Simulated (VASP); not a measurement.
# MoS2 (P-3m1) in VASP: single point with PBE+U

Aim: the single point of MoS2 with PBE+U.

Program: VASP 6.6.1. These are calculated values, not measurements. Logs are shortened: lines on timing, memory, paths and dates and some standing lists are left out, and cuts for length are marked.

## 1. The structure

The structure is trigonal, space group P-3m1 (No. 164). The conventional cell has a = 3.564 Å, b = 3.564 Å, c = 5.749 Å, α = 90.00°, β = 90.00°, γ = 120.00°. Mo (site symmetry -3m) has 6 S at 2.52 Å as nearest neighbours. Around S (site symmetry 3m) lie 3 Mo at 2.52 Å.

Measurements of this composition are mostly on another form, of space group No. 194.

## 2. Single point, PBE+U

INCAR

```
SYSTEM = MoS2
PREC     = Accurate       ! precision mode
ENCUT    = 520            ! plane-wave cutoff, eV
EDIFF    = 1E-7           ! SCF threshold, eV
ISMEAR   = 0              ! smearing method
SIGMA    = 0.05           ! smearing width, eV
LREAL    = .FALSE.        ! projectors in reciprocal space
LASPH    = .TRUE.         ! aspherical terms in the spheres
NELM     = 60             ! most SCF steps
ALGO     = Normal         ! electronic algorithm
ISIF     = 2              ! what is computed and relaxed
LWAVE    = .FALSE.        ! write WAVECAR
LCHARG   = .FALSE.        ! write CHGCAR
LMAXMIX  = 4              ! l up to which the mixer works
LDAU     = .TRUE.         ! DFT+U
LDAUTYPE = 2            
LDAUL    = 2 -1           ! shell
LDAUU    = 3 0            ! U, eV
LDAUJ    = 0 0          
LDAUPRINT= 1            
GGA      = PE             ! functional
```

KPOINTS

```
regular mesh
0
G
  6 6 4
  0 0 0
```

POSCAR

```
MoS2
1.0
    3.5639467600      0.0000000000      0.0000000000
   -1.7819733800      3.0864684300      0.0000000000
    0.0000000000      0.0000000000      5.7493858200
Mo S
1 2
Direct
    0.0000000000      0.0000000000      0.0000000000
    0.3333333333      0.6666666667      0.2520000000
    0.6666666667      0.3333333333      0.7480000000
```

Potentials or basis: VASP PAW PBE potentials, release 64 (Mo_sv, S).

Launch:

```bash
> cat potpaw_PBE.64/Mo_sv/POTCAR potpaw_PBE.64/S/POTCAR > POTCAR
> mpirun -np 1 vasp_std > vasp.out
```

OUTCAR:

```text
SYSTEM = MoS2
   PREC = Accurate
   ENCUT = 520
   EDIFF = 1E-7
   ISMEAR = 0
   LREAL = .FALSE.
   LASPH = .TRUE.
   NELM = 60
   ISIF = 2
   GGA = PE

 ion  position               nearest neighbor table
   1  0.000  0.000  0.000-   2 2.52   3 2.52   3 2.52   2 2.52   3 2.52   2 2.52
   2  0.333  0.667  0.252-   1 2.52   1 2.52   1 2.52
   3  0.667  0.333  0.748-   1 2.52   1 2.52   1 2.52

  LATTYP: Found a hexagonal cell.
 ALAT       =     3.5639467600
 C/A-ratio  =     1.6132075497

  Lattice vectors:

 A1 = (   3.5639467600,   0.0000000000,   0.0000000000)
 A2 = (  -1.7819733800,   3.0864684300,   0.0000000000)
 A3 = (   0.0000000000,   0.0000000000,   5.7493858200)

Analysis of symmetry for initial positions (statically):
=====================================================================
 Subroutine PRICEL returns:
 Original cell was already a primitive cell.

 Routine SETGRP: Setting up the symmetry group for a
 hexagonal supercell.

 Subroutine GETGRP returns: Found 12 space group operations
 (whereof 12 operations were pure point group operations)
 out of a pool of 24 trial point group operations.

The static configuration has the point symmetry D_3d.

Analysis of symmetry for dynamics (positions and initial velocities):
=====================================================================
 Subroutine PRICEL returns:
 Original cell was already a primitive cell.

 Routine SETGRP: Setting up the symmetry group for a
 hexagonal supercell.

 Subroutine GETGRP returns: Found 12 space group operations
 (whereof 12 operations were pure point group operations)
 out of a pool of 24 trial point group operations.

The dynamic configuration has the point symmetry D_3d.

 Subroutine INISYM returns: Found 12 space group operations
 (whereof 12 operations are pure point group operations),
 and found     1 'primitive' translations

----------------------------------------------------------------------------------------

                                     Primitive cell

  volume of cell :      63.2433

  direct lattice vectors                    reciprocal lattice vectors
     3.563946760  0.000000000  0.000000000     0.280587805  0.161997445  0.000000000
    -1.781973380  3.086468430  0.000000000     0.000000000  0.323994890  0.000000000
     0.000000000  0.000000000  5.749385820     0.000000000  0.000000000  0.173931622

  length of vectors
     3.563946760  3.563946758  5.749385820     0.323994890  0.323994890  0.173931622

  position of ions in fractional coordinates (direct lattice)
     0.000000000  0.000000000  0.000000000
     0.333333333  0.666666667  0.252000000
     0.666666667  0.333333333  0.748000000

  ion indices of the primitive-cell ions
   primitive index   ion index
                 1           1
                 2           2
                 3           3

----------------------------------------------------------------------------------------

 KPOINTS: regular mesh

Automatic generation of k-mesh.
 Grid dimensions read from file:
 generate k-points for:    6    6    4

 Generating k-lattice:

  Cartesian coordinates                     Fractional coordinates (reciprocal lattice)
     0.046764634  0.026999574  0.000000000     0.166666667  0.000000000  0.000000000
     0.000000000  0.053999148  0.000000000     0.000000000  0.166666667  0.000000000
[... 53 lines left out ...]
   LSORBIT =      F    spin-orbit coupling
   LASPH  =      T    aspherical Exc in radial PAW
   ENCUT  =  520.0 eV  38.22 Ry    6.18 a.u.   6.63  6.63 10.69*2*pi/ulx,y,z
   NELM   =     60;   NELMIN=  2; NELMDL= -5     # of ELM steps
   EDIFF  = 0.1E-06   stopping-criterion for ELM
   LREAL  =      F    real-space projection
   EDIFFG = 0.1E-05   stopping-criterion for IOM
   NSW    =      0    number of steps for IOM
   IBRION =     -1    ionic relax: 0-MD 1-quasi-New 2-CG
   NFREE  =      0    steps in history (QN), initial steepest desc. (CG)
   ISIF   =      2    stress and relaxation
   ISYM   =      2    0-nonsym 1-usesym 2-fastsym
   POTIM  = 0.5000    time-step for ionic-motion
   TEBEG  =    0.0;   TEEND  =   0.0 temperature during run
   PSTRESS=    0.0 pullay stress
   NELECT =      26.0000    total number of electrons
   NUPDOWN=      -1.0000    fix difference up-down
   EMIN   =  10.00;   EMAX   =-10.00  energy-range for DOS
   EFERMI =   0.00;   METHOD = LEGACY
   ISMEAR =     0;   SIGMA  =   0.05  broadening in eV -4-tet -1-fermi 0-gaus
   EFERMI_NEDOS =   21; number of points for ismear=-14 and -15
   IALGO  =     38    algorithm
   IMIX   =      4    mixing-type and parameters
     AMIX     =   0.40;   BMIX     =  1.00
     AMIX_MAG =   1.60;   BMIX_MAG =  1.00
  volume/ion in A,a.u.               =      21.08       142.26
  Fermi-wavevector in a.u.,A,eV,Ry     =   1.217291  2.300347 20.161081  1.481798
  Thomas-Fermi vector in A             =   2.352616
   LORBIT       =      0    0 simple, 1 ext, 2 COOP (PROOUT), +10 PAW based schemes
 LDA+U is selected, type is set to LDAUTYPE =  2
   angular momentum for each species LDAUL =     2   -1
   U (eV)           for each species LDAUU =   3.0  0.0
   J (eV)           for each species LDAUJ =   0.0  0.0
   GGA     = PE    functional components
   LHFCALC =     F    Hartree Fock is set to
   AEXX    =    0.0000 exact exchange contribution
   IVDW    =     0    specifies the selected vdW correction
   LEPSILON=     F    determine dielectric tensor
   LRPA    =     F    only Hartree local field effects (RPA)
 non-spin polarized calculation
 Gauss-broadening in eV      SIGMA  =   0.05
  energy-cutoff  :      520.00
  volume of cell :       63.24
 maximum number of plane-waves:      1737
 NGX is ok and might be reduce to    28
   NGX = 13   NGY = 13   NGZ = 21

 number of electron      25.9999998 magnetization

 Free energy of the ion-electron system (eV)
  ---------------------------------------------------
  ext. energy  EPLUGINS =         0.00000000
  ---------------------------------------------------
  free energy    TOTEN  =       -19.38236522 eV

  energy without entropy =      -19.38092868  energy(sigma->0) =      -19.38164695

atom =   1  type =  1  l = 2

 onsite density matrix

spin component  1

  0.3070  0.0000 -0.0000  0.0110  0.0000
  0.0000  0.4081 -0.0000  0.0000  0.0110
 -0.0000 -0.0000  0.3881  0.0000 -0.0000
  0.0110  0.0000  0.0000  0.4081 -0.0000
  0.0000  0.0110 -0.0000 -0.0000  0.3070

spin component  2

  0.3070  0.0000 -0.0000  0.0110  0.0000
  0.0000  0.4081 -0.0000  0.0000  0.0110
 -0.0000 -0.0000  0.3881  0.0000 -0.0000
  0.0110  0.0000  0.0000  0.4081 -0.0000
  0.0000  0.0110 -0.0000 -0.0000  0.3070

 occupancies and eigenvectors

  o =  0.3058  v = -0.0000 -0.1070  0.0000  0.0000  0.9943  0.0000  0.0000  0.0000  0.0000  0.0000      0.0000  0.0000  0.0000  0.0000  0.0000  0.0000  0.0000  0.0000  0.0000  0.0000
  o =  0.3058  v =  0.0000  0.0000  0.0000  0.0000  0.0000 -0.0000 -0.1070  0.0000  0.0000  0.9943      0.0000  0.0000  0.0000  0.0000  0.0000  0.0000  0.0000  0.0000  0.0000  0.0000
  o =  0.3058  v =  0.9943 -0.0000  0.0000 -0.1070  0.0000  0.0000  0.0000  0.0000  0.0000  0.0000      0.0000  0.0000  0.0000  0.0000  0.0000  0.0000  0.0000  0.0000  0.0000  0.0000
  o =  0.3058  v =  0.0000  0.0000  0.0000  0.0000  0.0000  0.9943 -0.0000  0.0000 -0.1070  0.0000      0.0000  0.0000  0.0000  0.0000  0.0000  0.0000  0.0000  0.0000  0.0000  0.0000
  o =  0.3881  v =  0.0000 -0.0000 -1.0000  0.0000  0.0000  0.0000  0.0000  0.0000  0.0000  0.0000      0.0000  0.0000  0.0000  0.0000  0.0000  0.0000  0.0000  0.0000  0.0000  0.0000
  o =  0.3881  v =  0.0000  0.0000  0.0000  0.0000  0.0000  0.0000 -0.0000 -1.0000  0.0000  0.0000      0.0000  0.0000  0.0000  0.0000  0.0000  0.0000  0.0000  0.0000  0.0000  0.0000
  o =  0.4093  v =  0.0000  0.0000  0.0000  0.0000  0.0000 -0.0000 -0.9943  0.0000 -0.0000 -0.1070      0.0000  0.0000  0.0000  0.0000  0.0000  0.0000  0.0000  0.0000  0.0000  0.0000
  o =  0.4093  v = -0.0000 -0.9943  0.0000 -0.0000 -0.1070  0.0000  0.0000  0.0000  0.0000  0.0000      0.0000  0.0000  0.0000  0.0000  0.0000  0.0000  0.0000  0.0000  0.0000  0.0000
  o =  0.4093  v =  0.0000  0.0000  0.0000  0.0000  0.0000 -0.1070  0.0000 -0.0000 -0.9943  0.0000      0.0000  0.0000  0.0000  0.0000  0.0000  0.0000  0.0000  0.0000  0.0000  0.0000
  o =  0.4093  v = -0.1070  0.0000 -0.0000 -0.9943  0.0000  0.0000  0.0000  0.0000  0.0000  0.0000      0.0000  0.0000  0.0000  0.0000  0.0000  0.0000  0.0000  0.0000  0.0000  0.0000

 number of electron      25.9999997 magnetization

 Free energy of the ion-electron system (eV)
  ---------------------------------------------------
  ext. energy  EPLUGINS =         0.00000000
  ---------------------------------------------------
  free energy    TOTEN  =       -16.94517980 eV

  energy without entropy =      -16.94355134  energy(sigma->0) =      -16.94436557

 E-fermi :   5.5971     XC(G=0): -10.0454

 val. band max:        5.5968288601   @ k =   0.3333   0.3333   0.2500
 cond. band min:       5.6110320695   @ k =   0.3333   0.3333   0.5000
 fundamental gap:      0.0142032094
 Fermi energy:         5.5970822553

 k-point     1 :       0.0000    0.0000    0.0000
  band No.  band energies     occupation
      1     -56.5789      2.00000
      2     -30.6730      2.00000
      3     -30.6730      2.00000
      4     -30.3626      2.00000
      5      -8.3121      2.00000
      6      -6.7159      2.00000
[... 457 lines left out ...]
      4     -30.3402      2.00000
      5      -6.7979      2.00000
      6      -6.7979      2.00000
[... 9 lines left out ...]
     16       8.8903      0.00000
     17       8.8903      0.00000

------------------------ aborting loop because EDIFF is reached ----------------------------------------

  FORCE on cell =-STRESS in cart. coord.  units (eV):
  Direction    XX          YY          ZZ          XY          YZ          ZX
  --------------------------------------------------------------------------------------
  -------------------------------------------------------------------------------------
  Total       -5.6824279     -5.6824279     -1.1470422      0.0000000      0.0000000     -0.0000000
  in kB     -143.9560820   -143.9560818    -29.0586541      0.0000000      0.0000000     -0.0000000
  external PRESSURE =    -105.6569393 kB  Pullay stress =       0.0000000 kB

 VOLUME and BASIS-vectors are now :
 -----------------------------------------------------------------------------
  energy-cutoff  :      520.00
  volume of cell :       63.24
      direct lattice vectors                 reciprocal lattice vectors
     3.563946760  0.000000000  0.000000000     0.280587805  0.161997445  0.000000000
    -1.781973380  3.086468430  0.000000000     0.000000000  0.323994890  0.000000000
     0.000000000  0.000000000  5.749385820     0.000000000  0.000000000  0.173931622

 POSITION                                       TOTAL-FORCE (eV/Angst)
 -----------------------------------------------------------------------------------
      0.00000      0.00000      0.00000        -0.000000      0.000000      0.000000
     -0.00000      2.05765      1.44885        -0.000000      0.000000     -0.551810
      1.78197      1.02882      4.30054         0.000000      0.000000      0.551810
 -----------------------------------------------------------------------------------
    total drift:                                0.000000     -0.000000     -0.000000

  FREE ENERGIE OF THE ION-ELECTRON SYSTEM (eV)
  ---------------------------------------------------
  free  energy   TOTEN  =       -16.9451797986 eV

  energy  without entropy=      -16.9435513379  energy(sigma->0) =      -16.94436557
```

It took 15 s on 1 thread of Intel Xeon 6975P-C (Granite Rapids), shared host; peak memory 0.18 GiB.

Results:

- Free energy: -16.9452 eV
- Pressure: -10.6 GPa
- Largest force: 0.552 eV/Å
- Band gap on the k mesh: none (metal or under the smearing width)

Forces on the atoms (eV/Å):
```
Mo   0.000  0.000  0.000
S    0.000  0.000 -0.552
S    0.000  0.000  0.552
```

Stress tensor (GPa, compression positive):
```
-14.40   0.00   0.00
  0.00 -14.40   0.00
  0.00   0.00  -2.91
```

Levels at points of the mesh, in eV from the Fermi level:
```
           k point  band 11  band 12  band 13  band 14  band 15  band 16
(0.00, 0.00, 0.00)    -0.80    -0.77    -0.77    -0.64     0.07     2.92
(0.50, 0.00, 0.00)    -2.96    -2.17    -0.81     0.44     0.92     3.37
(0.00, 0.00, 0.50)    -0.94    -0.94    -0.82    -0.82     0.63     3.28
(0.50, 0.00, 0.50)    -1.84    -1.68    -1.09     0.44     0.89     2.89
```

Eigenvalues of the final occupation matrices:
| site | spin | trace | eigenvalues |
| --- | --- | --- | --- |
| site 1 d | 1 | 1.82 | 0.31 0.31 0.39 0.41 0.41 |
| site 1 d | 2 | 1.82 | 0.31 0.31 0.39 0.41 0.41 |

Caveat: this functional lacks dispersion, which binds the layers, so the pressure and a relaxed spacing across them are unreliable; U without spin polarisation on a metal has little footing.
